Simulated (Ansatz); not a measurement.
**Structure search for AlH**

These are results of Ansatz 0.2.0, DFT PBE, scalar-relativistic, plane waves, PAW, not measurements. All cells share a 420 eV cutoff and Γ-centred k meshes spaced at most about 0.3 Å⁻¹ (about 0.25 or finer for metals, 2π included). No spin polarisation.

Energies over the elements count from the elements' standard structures at the same level (H₂ as a molecule), with no fitted energy shifts.

All energies are static (0 K, no zero-point motion). Only the structures computed here compete, so a lower one can exist. For metals, differences of a few meV/atom aren't resolved. No dispersion correction is applied, so the spacing and binding between layers, chains or molecules are poorly described (Fmmm, R-3m, C2/m, Cmcm), and this can change margins and order among such cells. With hydrogen, zero-point motion can shift formation energies by some tens of meV/atom.

Invented guesses were relaxed alike, and ends that match in structure were merged. ΔE counts from the first row. Coordination counts H atoms around Al (those within 1.25 times the shortest such distance or 1.15 times the sum of covalent radii; a plus sign parts nearer from farther groups; the shortest distance is added where it is long for a bond; a slash parts the counts of unlike sites). The ends were matched against large subsets of the Crystallography Open Database and the Materials Project, so a missing match doesn't prove that a structure is unreported.

| # | reached from | type and space group | atoms | Å³/atom | coordination | ΔE (meV/atom) | gap on mesh (eV) | in databases |
| --- | --- | --- | --- | --- | --- | --- | --- | --- |
| 1 | random cell with space group C2/m | Fmmm (No. 69) | 4 | 14.2 | Al 2 | 0 | 0.00 | no match |
| 2 | ScCl type (R-3m) | R-3m (No. 166) | 4 | 10.1 | Al 3+1 | 80 | 0.00 | no match |
| 3 | a relaxed cell, shaken at random and relaxed again | C2/m (No. 12) | 4 | 10.0 | Al 6/6 from 2.5 Å | 103 | 0.00 | no match |
| 4 | close-packed anion layers stacked AB, repeated with a shift to C | R3m (No. 160) | 4 | 10.9 | Al 1/6 | 104 | 0.00 | no match |
| 5 | ZrSi type (Cmcm) | Cmcm (No. 63) | 4 | 10.2 | Al 4 | 137 | 0.00 | no match |
| 6 | close-packed metal layers stacked A, repeated with a shift to B, changed on relaxing | rock salt, Fm-3m (No. 225) | 2 | 9.5 | Al 6 | 190 | 0.00 | no match |

The lowest: Space group Fmmm (No. 69), orthorhombic, a = 4.752 Å, b = 6.350 Å, c = 7.546 Å. Around Al lie 2 H at 1.76 Å; around H lie 2 Al at 1.76 Å. Its energy over the elements is +0.22 eV/atom. A positive value: parting into the elements would lower its energy. An observed structure of this formula, if there is one, may be missing.

```
Al H
1.0
     0.00000    3.17480    3.77315
     2.37613    0.00000    3.77315
     2.37613    3.17480    0.00000
Al H
2 2
Direct
  0.32364 0.32364 0.67636
  0.67636 0.67636 0.32364
  0.68027 0.31973 0.68027
  0.31973 0.68027 0.31973
```

The second: Space group R-3m (No. 166), trigonal, a = 2.983 Å, c = 15.779 Å. Around Al lie 3 H at 1.92 Å and 1 H at 2.23 Å; H has 3 Al at 1.92 Å, 3 H at 2.21 Å and 1 Al at 2.23 Å. Counting H atoms around Al, the first has Al 2 and the second has Al 3+1. Shaken at random and relaxed again, row 6 falls into row 3, 86 meV/atom lower, so it is a saddle point or a shallow minimum. Cells without such a test can be saddle points.

```cif
data_structure
_symmetry_space_group_name_H-M 'P 1'
_symmetry_Int_Tables_number 1
_cell_length_a 5.5343
_cell_length_b 5.5343
_cell_length_c 5.5343
_cell_angle_alpha 31.265
_cell_angle_beta 31.265
_cell_angle_gamma 31.265
_cell_volume 40.52
loop_
_atom_site_label
_atom_site_type_symbol
_atom_site_fract_x
_atom_site_fract_y
_atom_site_fract_z
_atom_site_occupancy
Al1 Al 0.23565 0.23565 0.23565 1
Al2 Al 0.76435 0.76435 0.76435 1
H1 H 0.37705 0.37705 0.37705 1
H2 H 0.62295 0.62295 0.62295 1
```

Some candidate types were left out of the draw beforehand, so a known form may be missing.
